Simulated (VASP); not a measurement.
Input of a VASP 6.6.1 run:

The input POSCAR:

```
GaAs
1.0
    0.0000000000      2.8268500000      2.8268500000
    2.8268500000      0.0000000000      2.8268500000
    2.8268500000      2.8268500000      0.0000000000
As Ga
1 1
Direct
    0.7500000000      0.7500000000      0.7500000000
    0.0000000000      0.0000000000      0.0000000000
```

Contents of INCAR.step1:

```
PREC = Accurate
ENCUT = 520
ISMEAR = -1
SIGMA = 0.05
LREAL = F
LASPH = T
NELM = 100
NBANDS = 16
GGA = PE
ALGO = Normal
EDIFF = 1E-4
LWAVE = T
LCHARG = F
```

File INCAR.step2:

```
PREC = Accurate
ENCUT = 520
EDIFF = 1E-7
ISMEAR = -1
SIGMA = 0.05
LREAL = F
LASPH = T
NELM = 100
ALGO = Normal
ISIF = 2
LWAVE = F
LCHARG = F
METAGGA = R2SCAN
LMIXTAU = T
NBANDS = 16
ISTART = 1
```

KPOINTS

```
Automatic mesh
0
Gamma
  8 8 8
```

Potentials or basis: VASP PAW PBE potentials, release 64 (As, Ga_d).

Command:

```console
$ cat potpaw_PBE.64/As/POTCAR potpaw_PBE.64/Ga_d/POTCAR > POTCAR
$ cp INCAR.step1 INCAR
$ mpirun -np 1 vasp_std > vasp.out
$ cp INCAR.step2 INCAR
$ mpirun -np 1 vasp_std > vasp.out
```

(1) Predict the pressure.

(2) Predict the band gap on the k mesh.

Answers

(1) 0.6 GPa.

(2) 1.00 eV, direct.

Caveat: the PAW data sets were made with another functional, which shifts forces and pressure a little.

**Measured values to compare with.**

“Evidence of valence band perturbations in GaAsN/GaAs(001): A combined variable-angle spectroscopic ellipsometry and modulated photoreflectance investigation”, 2008, arxiv:0805.2212 reports, for a bulk crystal of GaAs at 300 K: band gap 1.418 ± 0.005 eV (direct).

Against the measured gap of GaAs, 1.418 eV (direct; 300 K; “Evidence of valence band perturbations in GaAsN/GaAs(001): A combined variable-angle spectroscopic ellipsometry and modulated photoreflectance investigation”, 2008, arxiv:0805.2212), the calculated 1.00 eV is off by -0.42 eV. 3 values of this kind are on record (1.412 to 1.51 eV); this one was drawn at random among those near their median, those with a stated uncertainty first. Spin-orbit coupling on As, Ga is left out. The value is that of r2SCAN on a finite k mesh, which can miss the band edges, without temperature or zero-point motion.
